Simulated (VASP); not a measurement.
Wanted: the native input for a VASP 6.6.1 run.

- Task: electric field gradients
- Functional: PBE
- Potentials or basis: VASP PAW PBE potentials, release 64 (Ti_sv, B)
- Cutoff: 520 eV
- k mesh: 15 × 15 × 13
- Occupations: fermi-dirac, width 0.08 eV
- Spin: no spin polarisation
- Dipole correction: no
- Further INCAR settings: ALGO = Normal; EDIFF = 1e-08; NBANDS = 16

The structure of TiB2 lies in POSCAR:

```
TiB2
1.0
    3.0291982016      0.0000000000      0.0000000000
   -1.5145991008      2.6233625957      0.0000000000
    0.0000000000      0.0000000000      3.2284000000
Ti B
1 2
Direct
    0.0000000000      0.0000000000      0.0000000000
    0.3333333333      0.6666666667      0.5000000000
    0.6666666667      0.3333333333      0.5000000000
```

These files were run (other wordings do the same):

INCAR

```
PREC = Accurate
ENCUT = 520
EDIFF = 1E-8
ISMEAR = -1
SIGMA = 0.08
LREAL = False
LASPH = True
NELM = 60
ALGO = Normal
ISIF = 2
LWAVE = False
LCHARG = False
GGA = PE
LEFG = True
NBANDS = 16
```

KPOINTS

```
regular mesh
0
Gamma
  15 15 13
```

Potentials or basis: VASP PAW PBE potentials, release 64 (Ti_sv, B).

Run with:

```sh
$ cat potpaw_PBE.64/Ti_sv/POTCAR potpaw_PBE.64/B/POTCAR > POTCAR
$ mpirun -np 1 vasp_std > vasp.out
```

Results of the run:

The pressure is 0.4 GPa and the band gap on the k mesh is none (metal or under the smearing width).

Run time: 25 s on 1 thread of Intel(R) Xeon(R) 6975P-C (Granite Rapids), on a shared host, peak memory 0.19 GiB.
